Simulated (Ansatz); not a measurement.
Results of r²SCAN in Ansatz (PAW) for wurtzite InN.

Settings: plane-wave cutoff 500 eV, 12×8×1 k mesh (along the axes of the cell as run), Fermi–Dirac smearing 0.05 eV, scalar-relativistic PAW data made under PBE.

Task: Estimate the surface energy of the (10-10) face and work function of the (10-10) face that the calculation returns.

Result: 
- surface energy of the (10-10) face: 1.44 J/m²
- work function of the (10-10) face: 5.01 eV

The slab of 16 atoms is relaxed and unreconstructed.

Spin–orbit coupling is not included.

The computed numbers hold no vibrational or temperature effects.

Ansatz is an electronic-structure program.
